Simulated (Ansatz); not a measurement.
**W2COS MXene bilayer (AB) in a perpendicular field**

Aim: how the W2COS MXene bilayer (AB) screens a field along its normal, and what the field does to its bands. A positive field points along +c.

Calculated with Ansatz 0.2.0; plane-wave DFT, r2SCAN-D4, Ansatz PAW.

## (1) Set-up

The cell holds 10 atoms: 2 S, 4 W, 2 C and 2 O. Cell: a = 3.125 Å, b = 3.125 Å, c = 58.184 Å, α = 90.0°, β = 90.0°, γ = 120.0°. Regions: layer 1: W2COS MXene, 5 atoms (1 S, 2 W, 1 C and 1 O); layer 2: W2COS MXene, 5 atoms (1 S, 2 W, 1 C and 1 O). Vacuum lies along c.

## (2) Relaxation

The starting cell is a guess, so the in-plane lattice and the atoms are relaxed first, with the slab cut off from its images along the normal.

The input, input.yaml:

```yaml
crystal:
  lattice:
    - [3.125408, 0.0, 0.0]
    - [-1.562704, 2.7066827252, 0.0]
    - [0.0, 0.0, 58.1844764806]
  atoms:
    - { symbol: S, position: [0.3333333333, 0.6666666667, 0.3832637389] }
    - { symbol: W, position: [0.6666666667, 0.3333333333, 0.4132002413] }
    - { symbol: C, position: [0.0, 0.0, 0.4343949448] }
    - { symbol: W, position: [0.3333333333, 0.6666666667, 0.4555896483] }
    - { symbol: O, position: [0.6666666667, 0.3333333333, 0.4746495957] }
    - { symbol: S, position: [0.6666666667, 0.3333333333, 0.5253504043] }
    - { symbol: W, position: [0.0, 0.0, 0.5552869067] }
    - { symbol: C, position: [0.3333333333, 0.6666666667, 0.5764816102] }
    - { symbol: W, position: [0.6666666667, 0.3333333333, 0.5976763137] }
    - { symbol: O, position: [0.0, 0.0, 0.6167362611] }
  periodic: [true, true, false]
kpoints:
  mp_grid: { grid: [12, 12, 1] }
hamiltonian:
  xc: r2scan
  dispersion: d4
scf:
  occupations: { method: fermi_dirac, width: 0.05 }
  convergence: { dr2_threshold: 1.0e-09 }
relax:
  f_tol: 0.004
  max_steps: 90
  cell: {}
output:
  write_potential: true
  write_density: true
  volumetric_format: npy
```

On the command line:

```console
$ ansatz run input.yaml --threads 4 --pin off --max-ram 6144MiB --backend cpu --events-out ev --progress --plain --runs-dir out
```

Numbers of over 12 decimals in the logs are rounded to 6 here.

The program printed:

```text
Warning: relax.cell: scf.convergence.dr2_threshold = 1e-9 eV is looser than the 1.79782543085e-10 eV advised for a relaxation that steers and ends on the stress (1e-10 eV for each atom of the cell: 10, times the square of relax.cell.stress_2d_tol = 0.05 N/m over 23.6 Å (the atoms' height at the walk's start and 5 Å past either face), 2.120e-2 GPa, over a crystal's default 0.05). What an SCF threshold leaves in a stress goes as its square root, and in the free energy as the threshold itself, and one threshold admits the most on a small cell: [figures from the program's tests cut] Set scf.convergence.dr2_threshold to 1.79782543085e-10 eV or tighter. [rest of the remark cut]
Engine: ansatz 0.2.0, x86_64-unknown-linux-gnu
Pseudopotentials: kind: paw
Pseudopotential: S, paw, valence charge 6, recommended cutoff 500 eV (meta_gga), S.paw.azcp
Pseudopotential: W, paw, valence charge 14, recommended cutoff 500 eV (meta_gga), W.paw.azcp
Pseudopotential: C, paw, valence charge 4, recommended cutoff 500 eV (meta_gga), C.paw.azcp
Pseudopotential: O, paw, valence charge 6, recommended cutoff 500 eV (meta_gga), O.paw.azcp
Functional definition: r2SCAN
  parameter k0 = 0.174
  parameter k1 = 0.065
  parameter a1 = 4.9479
  exchange = r2scan_x(k0 = k0, k1 = k1, a1 = a1)
  correlation = r2scan_c
Crystal: 10 atoms, lattice volume = 492.211 Å³
Basis set: ecut = 500 eV, 12501 PW (Γ), exchange–correlation on 96×96×1728 points (64 copies of the dense FFT grid, shifted against one another)
Bands: 54, of which v1, the nominal top of the filled ones, is band 44 counted from 1 (43 counted from 0)
Symmetry: 6 space group operations
Space group: P3m1 (ITA 156), of the structure as read, at distance tolerance 7.9e-5 Å
k-points: 19 of 144 (time reversal used)
Non-local potential: S, projectors of the file, l = 0: 2, l = 1: 2, l = 2: 2
Non-local potential: W, projectors of the file, l = 0: 3, l = 1: 2, l = 2: 2, l = 3: 1
Non-local potential: C, projectors of the file, l = 0: 2, l = 1: 2, l = 2: 1
Non-local potential: O, projectors of the file, l = 0: 2, l = 1: 2, l = 2: 1
PAW form: soft (Blöchl's): semilocal exchange-correlation on the pseudo side does not see the compensation charge
PAW frozen core: S, regenerated for the run's functional (the file was generated under x = pbe(κ = 0.804, μ = 0.219515), c = pbe(β = 0.066725))
PAW frozen core: W, regenerated for the run's functional (the file was generated under x = pbe(κ = 0.804, μ = 0.219515), c = pbe(β = 0.066725))
PAW frozen core: C, regenerated for the run's functional (the file was generated under x = pbe(κ = 0.804, μ = 0.219515), c = pbe(β = 0.066725))
PAW frozen core: O, regenerated for the run's functional (the file was generated under x = pbe(κ = 0.804, μ = 0.219515), c = pbe(β = 0.066725))
PAW one-centre angular grid: S, 302 points (default); XC on 160 Gauss nodes
PAW one-centre angular grid: W, 590 points (default); XC on 160 Gauss nodes
PAW one-centre angular grid: C, 302 points (default); XC on 239 of its mesh's 2573 points in the sphere
PAW one-centre angular grid: O, 302 points (default); XC on 160 Gauss nodes
Initial density: superposition of atomic densities (neutral atoms: chi_scale 0, normalization atom), corrected by the library's trained network
Initial wavefunctions: pseudopotential atomic-orbital guess
Functional: x = r2scan, c = r2scan; τ floored in thin density (d = 2e-4 eV/Å³)
SCF iter   1: F=—  HF=-45042.112028 eV  |F-HF|=—  |Δ(HF+E_count)|=         —  Δρ=1.15e-2  dr2=4.03e1  dr2_τ=6.34e-1  ethr=1.77e-3  ⟨swp⟩=14.9  Hψ=7602  notcnv=0
preconditioner: auto → LDOS  [metal: Δε(μ)=0.020 eV  Ē_g=8.870 eV  σ=0.050 eV  W_gap=0.10  n_scr=36 (ndim 8)  ℏωp=12.5 eV  f_vac=0.713  D(μ)=5.47/eV (n_scr^D=26)  β→1.0]
SCF iter   2: F=—  HF=-45042.113569 eV  |F-HF|=—  |Δ(HF+E_count)|=   1.54e-3  Δρ=3.81e-3  dr2=2.16e0  dr2_τ=1.08e-1  ethr=1.77e-3  ⟨swp⟩=2.6  Hψ=1442  notcnv=0  defer=21
SCF iter   3: F=—  HF=-45042.129648 eV  |F-HF|=—  |Δ(HF+E_count)|=   1.61e-2  Δρ=8.56e-4  dr2=5.59e-2  dr2_τ=4.21e-4  ethr=1.77e-3  ⟨swp⟩=1.1  Hψ=1008  notcnv=0  defer=21
SCF iter   4: F=—  HF=-45042.136315 eV  |F-HF|=—  |Δ(HF+E_count)|=   6.67e-3  Δρ=5.06e-4  dr2=3.78e-3  dr2_τ=2.15e-4  ethr=6.35e-5  ⟨swp⟩=3.8  Hψ=2593  notcnv=0  defer=23
SCF iter   5: F=—  HF=-45042.136735 eV  |F-HF|=—  |Δ(HF+E_count)|=   4.20e-4  Δρ=3.11e-4  dr2=6.36e-3  dr2_τ=1.11e-4  ethr=4.30e-6  ⟨swp⟩=3.2  Hψ=2247  notcnv=0  defer=21
SCF iter   6: F=—  HF=-45042.136593 eV  |F-HF|=—  |Δ(HF+E_count)|=   1.42e-4  Δρ=7.91e-5  dr2=9.59e-5  dr2_τ=3.88e-6  ethr=4.30e-6  ⟨swp⟩=2.6  Hψ=1232  notcnv=0  defer=21
SCF iter   7: F=—  HF=-45042.136615 eV  |F-HF|=—  |Δ(HF+E_count)|=   2.11e-5  Δρ=2.78e-5  dr2=1.80e-5  dr2_τ=8.99e-7  ethr=1.09e-7  ⟨swp⟩=3.5  Hψ=2429  notcnv=0  defer=21
SCF iter   8: F=—  HF=-45042.136617 eV  |F-HF|=—  |Δ(HF+E_count)|=   2.62e-6  Δρ=8.95e-6  dr2=1.09e-6  dr2_τ=8.87e-8  ethr=2.05e-8  ⟨swp⟩=3.1  Hψ=1899  notcnv=0  defer=21
SCF iter   9: F=—  HF=-45042.136636 eV  |F-HF|=—  |Δ(HF+E_count)|=   1.93e-5  Δρ=2.57e-6  dr2=1.08e-7  dr2_τ=8.32e-9  ethr=1.24e-9  ⟨swp⟩=3.3  Hψ=2285  notcnv=0  defer=20
SCF iter  10: F=—  HF=-45042.136636 eV  |F-HF|=—  |Δ(HF+E_count)|=   2.53e-8  Δρ=8.86e-7  dr2=4.87e-9  dr2_τ=4.15e-10  ethr=1.23e-10  ⟨swp⟩=3.3  Hψ=2259  notcnv=0  defer=20
SCF iter  11: F=—  HF=-45042.136636 eV  |F-HF|=—  |Δ(HF+E_count)|=   5.40e-9  Δρ=3.55e-7  dr2=2.40e-9  dr2_τ=1.21e-10  ethr=1.14e-12  ⟨swp⟩=15.8  Hψ=10913  notcnv=0
SCF iter  12: F=-45042.136636 eV  HF=-45042.136636 eV  |F-HF|=1.01e-9  |Δ(HF+E_count)|=   1.93e-9  Δρ=9.33e-8  dr2=8.27e-11  dr2_τ=5.26e-12  ethr=1.14e-12  ⟨swp⟩=10.5  Hψ=8656  notcnv=0
SCF 1 converged in 12 iterations: F = -45042.136636 eV  dr2 = 8.27e-11
  greatest PAW one-centre occupation: 0.999 electrons in one spin orbital (limit 2), on the W atom at site 8 (counted from 0), in its partial waves of l = 0
relax step   1: F+E_penalty+E_count = -45042.13663650 eV  Δ(F+E_penalty+E_count) = +0.000e0 eV  max|allowed force component| = 2.092e0 eV/Å  Δτ_max = 0.0000 Å  P = -15.245 N/m  Ω = 492.211 Å³  fix = [c, alpha, beta]  reactions: c +0.000 N/m  (12 SCF iters, accepted)
Crystal: 10 atoms, lattice volume = 488.755 Å³
Basis set: ecut = 500 eV, 12465 PW (Γ), exchange–correlation on 96×96×1728 points (64 copies of the dense FFT grid, shifted against one another)
Initial density: handed on by an earlier stage of this run
Initial wavefunctions: those handed on with the density
iter 1 solved again at ethr=1.14e-3 eV; its pass at ethr=3.10e-3 eV (dr2=1.00e0 eV) is discarded
[...]
relax step   6: F+E_penalty+E_count = -45043.22545418 eV  Δ(F+E_penalty+E_count) = -4.242e-3 eV  max|allowed force component| = 3.151e-2 eV/Å  Δτ_max = 0.0160 Å  P = -0.172 N/m  Ω = 505.063 Å³  energy of the carried Pulay correction = -1.586e-3 eV  fix = [c, alpha, beta]  reactions: c -0.000 N/m  (9 SCF iters, accepted)
[...]
relax step   7: F+E_penalty+E_count = -45043.22613245 eV  Δ(F+E_penalty+E_count) = -6.783e-4 eV  max|allowed force component| = 9.148e-3 eV/Å  Δτ_max = 0.0161 Å  P = -0.043 N/m  Ω = 504.994 Å³  energy of the carried Pulay correction = -1.577e-3 eV  fix = [c, alpha, beta]  reactions: c -0.000 N/m  (10 SCF iters, accepted)
[...]
relax step   8: F+E_penalty+E_count = -45043.22652985 eV  Δ(F+E_penalty+E_count) = -3.974e-4 eV  max|allowed force component| = 7.331e-3 eV/Å  Δτ_max = 0.0156 Å  P = +0.017 N/m  Ω = 504.958 Å³  energy of the carried Pulay correction = -1.573e-3 eV  fix = [c, alpha, beta]  reactions: c +0.000 N/m  (10 SCF iters, accepted)
[...]
relax step   9: F+E_penalty+E_count = -45043.22663309 eV  Δ(F+E_penalty+E_count) = -1.032e-4 eV  max|allowed force component| = 3.025e-3 eV/Å  Δτ_max = 0.0148 Å  P = -0.004 N/m  Ω = 505.001 Å³  energy of the carried Pulay correction = -1.578e-3 eV  fix = [c, alpha, beta]  reactions: c -0.000 N/m  (10 SCF iters, accepted)
Initial wavefunctions: pseudopotential atomic-orbital guess (no wavefunctions were taken with the density)
iter 1 solved again at ethr=3.06e-7 eV; its pass at ethr=3.10e-3 eV (dr2=2.69e-4 eV) is discarded
SCF iter   1: F=—  HF=-45043.227402 eV  |F-HF|=—  |Δ(HF+E_count)|=         —  Δρ=6.57e-5  dr2=1.13e-6  dr2_τ=8.61e-6  ethr=3.06e-7  ⟨swp⟩=7.5  Hψ=13235  notcnv=0
preconditioner: auto → LDOS  [metal: Δε(μ)=0.053 eV  Ē_g=9.120 eV  σ=0.050 eV  W_gap=0.24  n_scr=36 (ndim 8)  ℏωp=12.4 eV  f_vac=0.724  D(μ)=2.14/eV (n_scr^D=16)  β→1.0]
SCF iter   2: F=—  HF=-45043.228215 eV  |F-HF|=—  |Δ(HF+E_count)|=   8.13e-4  Δρ=5.75e-6  dr2=3.24e-7  dr2_τ=1.16e-8  ethr=1.28e-9  ⟨swp⟩=5.7  Hψ=3658  notcnv=0
SCF iter   3: F=—  HF=-45043.228215 eV  |F-HF|=—  |Δ(HF+E_count)|=   6.30e-8  Δρ=4.33e-6  dr2=4.40e-7  dr2_τ=1.38e-8  ethr=3.68e-10  ⟨swp⟩=4.4  Hψ=2265  notcnv=0
SCF iter   4: F=—  HF=-45043.228215 eV  |F-HF|=—  |Δ(HF+E_count)|=   9.64e-8  Δρ=1.30e-6  dr2=1.27e-8  dr2_τ=5.68e-10  ethr=3.68e-10  ⟨swp⟩=2.2  Hψ=1280  notcnv=0
SCF iter   5: F=—  HF=-45043.228215 eV  |F-HF|=—  |Δ(HF+E_count)|=   1.45e-8  Δρ=4.31e-7  dr2=1.17e-9  dr2_τ=2.17e-10  ethr=1.44e-11  ⟨swp⟩=4.3  Hψ=2769  notcnv=0
SCF iter   6: F=-45043.228215 eV  HF=-45043.228215 eV  |F-HF|=3.25e-9  |Δ(HF+E_count)|=   3.97e-9  Δρ=1.35e-7  dr2=9.77e-11  dr2_τ=7.46e-12  ethr=1.14e-12  ⟨swp⟩=19.9  Hψ=10991  notcnv=0
SCF 10 converged in 6 iterations: F = -45043.228215 eV  dr2 = 9.77e-11
relax step  10: F+E_penalty+E_count = -45043.22821469 eV  Δ(F+E_penalty+E_count) = -1.582e-3 eV  max|allowed force component| = 3.029e-3 eV/Å  Δτ_max = 0.0000 Å  P = -0.002 N/m  Ω = 505.001 Å³  fix = [c, alpha, beta]  reactions: c -0.000 N/m  stress off target by 1.56e-3 N/m on what of the cell is left free  SCF on the basis re-selected at this cell (its energy is not comparable with the rows above)  (6 SCF iters)
basis re-selected at this cell: Δ(F+E_penalty+E_count) = -1.582e-3 eV, ΔP = +0.002 N/m vs the last step (what re-selecting the basis moved, of the pressure what is left beyond the Pulay correction that the steps carried, after the strain that the cell walked since its last selection, with what the two solves' SCF thresholds leave and, on support functions, any second-order correction that the steps lacked; it is no m [...]
WARN: The output density's exchange-correlation potential varies sharply where the density is thin. Do not read a vacuum level from v_tot or v_xc, or from such a field of the output density. On a cell that repeats whose density bears no net charge and no dipole along the vacuum's axis use v_es (v_loc + v_h of the components); under efield.dipole_correction with no amplitude use v_es + v_field, which holds any externa [...]
SCF converged after 6 iterations
Free energy (F): -45043.228215 eV
Harris-Foulkes:  -45043.228215 eV  (|F-HF|=3.25e-9)
Internal energy: -45043.208804 eV  (E = F + TS)
E sigma→0 (E₀):  -45043.218510 eV
Entropy (-TS):   -0.019410 eV (-1.941 meV/atom)
Fermi energy:    -5.452710 eV
--- Per-component energies (eV) ---
  E_band       = -2501.021562
  E_kinetic    = 2557.821821
  E_local      = -773631.675597  (includes V_loc(G=0)·N_el)
  E_nonlocal   = 207.108120
  E_hartree    = 385242.659890
  E_xc         = -1423.920632
  E_vxc        = -1574.268577  (∫ρ·V_xc dr)
  E_paw        = -36111.792864  (= ΣΔE_a)
  E_vpaw       = -628.488299  (= ΣTr[D̂ρ^β])
  E_aug_tail   = 0.001787  (compensation charges beyond the density's cutoff)
  E_vtau       = 83.157318  (kinetic-family band-sum trace: ∫τ·v_τ [+ j·A + Jᵃ·Aᵃ] dr)
  E_ewald      = 378120.439846
  E_disp       = -1.166419  (pairwise vdW)
  E_core_change = -2.684758  (= ΣΔE_core)
  E_smearing   = -0.019410  (= −TS)
  E_closure    = -0.000000  (closes the sum)
  Σ components = -45043.228215   (vs F -45043.228215, Δ=0.00e0)
--- Forces (eV/Å), atoms counted from 1 ---
  atom   1  S      0.00000000     0.00000000    -0.00006872
  atom   2  W     -0.00000000    -0.00000000    -0.00039862
  atom   3  C      0.00000000     0.00000000     0.00080537
  atom   4  W      0.00000000     0.00000000    -0.00046745
  atom   5  O     -0.00000000    -0.00000000    -0.00104032
  atom   6  S      0.00000000     0.00000000     0.00301205
  atom   7  W     -0.00000000    -0.00000000     0.00031314
  atom   8  C      0.00000000     0.00000000    -0.00029917
  atom   9  W      0.00000000     0.00000000    -0.00086538
  atom  10  O     -0.00000000    -0.00000000    -0.00115775
  max |Σ_I F_I| component: 1.67e-4 eV/Å
--- 2D stress c σ (N/m, compression-positive) ---
       -0.001557       0.000000       0.000000
        0.000000      -0.001557      -0.000000
        0.000000      -0.000000      -0.000000
  P = ½ c Tr σ = -0.0016 N/m
--- Band table (eV; the first three rows and the last of 19) ---
  k-point 0: bands = [... 40 lower, -6.9190, -6.9190, -6.8627, -6.8627, -6.5968, -6.4913, -4.7375, -4.7375, ... 6 higher]
  k-point 1: bands = [... 40 lower, -7.3768, -7.3083, -6.7144, -6.6546, -6.1652, -6.0824, -4.6643, -4.6514, ... 6 higher]
  k-point 2: bands = [... 40 lower, -7.9543, -7.8550, -6.4571, -6.3993, -5.7191, -5.6162, -4.6081, -4.5712, ... 6 higher]
  k-point 18: bands = [... 40 lower, -6.4305, -6.3651, -6.1920, -6.1419, -5.8188, -5.7685, -3.9399, -3.9035, ... 6 higher]
  the weakly bound empty levels are not read free of the cell's end (no_gap_told)
--- Relaxed structure (9 steps of the walk, 7 accepted, 1 SCFs on fresh bases) ---
  F+E_penalty+E_count = -45043.22821469 eV   max|allowed force component| = 3.029e-3 eV/Å   (the final SCF, on the basis selected at the relaxed cell)
  cell:  # Å, volume = 505.0010 Å³
    - [3.165755, 0, 0]
    - [-1.582877, 2.741624, 0]
    - [0, 0, 58.1844764806]
  atoms:
    - { symbol: S, position: [0.333333, 0.666667, 0.388187] }
    - { symbol: W, position: [0.666667, 0.333333, 0.416310] }
    - { symbol: C, position: [-1.7763568395198033e-17, -2.2204460492583898e-17, 0.435391] }
    - { symbol: W, position: [0.333333, 0.666667, 0.453503] }
    - { symbol: O, position: [0.666667, 0.333333, 0.472380] }
    - { symbol: S, position: [0.666667, 0.333333, 0.528384] }
    - { symbol: W, position: [-1.7763568395198036e-17, -2.2204460492583907e-17, 0.556481] }
    - { symbol: C, position: [0.333333, 0.666667, 0.575612] }
    - { symbol: W, position: [0.666667, 0.333333, 0.593805] }
    - { symbol: O, position: [-1.776356839519805e-17, -2.2204460492583938e-17, 0.612577] }
```

The job ended after 4.5 min (4 threads of Intel Xeon Platinum 8488C (Sapphire Rapids), shared host; peak memory 2.1 GiB).

The steps of the relaxation:

| step | energy less that of the first step (eV) | largest force component (eV/Å) | volume (Å³) |
| --- | --- | --- | --- |
| 1 | 0.0000 | 2.0916 | 492.21 |
| 2 | -0.9708 | 0.7424 | 488.75 |
| 3 | -0.8486 | 1.4278 | 516.67 |
| 4 | -1.0846 | 0.2335 | 506.85 |
| 5 | -1.0845 | 0.3547 | 504.31 |
| 6 | -1.0888 | 0.0315 | 505.06 |
| 7 | -1.0895 | 0.0091 | 504.99 |
| 8 | -1.0899 | 0.0073 | 504.96 |
| 9 | -1.0900 | 0.0030 | 505.00 |
| 10* | -1.0916 | 0.0030 | 505.00 |

Relaxation steps marked * repeat the geometry before them on a plane-wave basis chosen anew for their cell, so energy and pressure can jump there. Relaxation steps 3, 5 were tried and not accepted.

The run keeps the 6 symmetry operations that it works with, so distortions that break them were not tested.

```csv
cell as run,before,after,change
a (Å),3.125,3.166,+1.3 %
b (Å),3.125,3.166,+1.3 %
```

The atoms that moved most (Å, along periodic axes as changes of fractional coordinates times the final cell, across vacuum about the mean position):

```csv
atom,dx,dy,dz,length
S1,0.000,0.000,0.286,0.286
O10,0.000,0.000,-0.242,0.242
W9,0.000,0.000,-0.225,0.225
W2,0.000,0.000,0.181,0.181
S6,0.000,0.000,0.176,0.176
O5,0.000,0.000,-0.132,0.132
W4,0.000,0.000,-0.121,0.121
W7,0.000,0.000,0.069,0.069
```

Numbers from this step:

| Property | Result |
| --- | --- |
| energy at zero smearing | -45043.2185 eV |

The lattice constant a goes from 3.125 to 3.166 Å.

[end of part 1 of 3]

[Logs are printed without paths, hosts, clocks, repeated set-up lines and the standing remarks that a program may print on its own settings, such as how far it seeks lower states.]

[Hosts, paths, dates, database ids (printed as entryN), source tags and the programs' standing remarks are cut or masked in the printed files.]

[Maps of the electrostatic potential energy from Ansatz leave out the sawtooth potential of an applied field or a dipole correction, so their vacuum need not be flat; planar profiles and work functions include it.]
